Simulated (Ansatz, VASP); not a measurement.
# Two plane-wave programs on Ge

```
Ge
1.0
     3.99759    0.00000    0.00000
    -1.99879    3.46201    0.00000
     0.00000    0.00000    6.59938
Ge
4
Direct
  0.33333 0.66667 0.93710
  0.66667 0.33333 0.43710
  0.33333 0.66667 0.56290
  0.66667 0.33333 0.06290
```

This isn't the form of Ge at room conditions, which is diamond.

Alike in both runs: task relaxation of cell and atoms; functional PBEsol; k mesh 6 × 6 × 3; occupations fermi-dirac, width 0.05 eV; no spin polarisation.

```csv
,VASP,Ansatz
version,VASP 6.6.1,Ansatz 0.2.0
potentials or method,"VASP PAW PBE potentials, release 64 (Ge_d)",Ansatz PAW
plane-wave cutoff (eV),600,420
valence electrons in the cell,56,56
```

|  | VASP | Ansatz | Ansatz less VASP |
| --- | --- | --- | --- |
| gap on the k mesh at the Fermi level, each at its own relaxed structure (eV) | 0.16 | 0.17 | +0.011 |
| relaxed volume (Å³/atom) | 22.84 | 22.87 | +0.029 |
| relaxed cell length with the largest relative difference (Å) | 4.001 | 4.004 | +0.0034 |

Caveats: the PAW data sets were made with another functional, which shifts forces and pressure a little (VASP); an odd mesh through Γ misses points on the zone boundary, where band edges often lie (VASP); odd divisions of the mesh miss points on the zone boundary, where band edges often lie, so the gap on the mesh can be too wide (Ansatz); the plane-wave basis is chosen anew once the cell has moved, so the energies of steps on either side of that aren't comparable (Ansatz); the PAW data sets come from PBE, with cores solved anew for the run's functional, which leaves a small shift of forces and pressure (Ansatz).
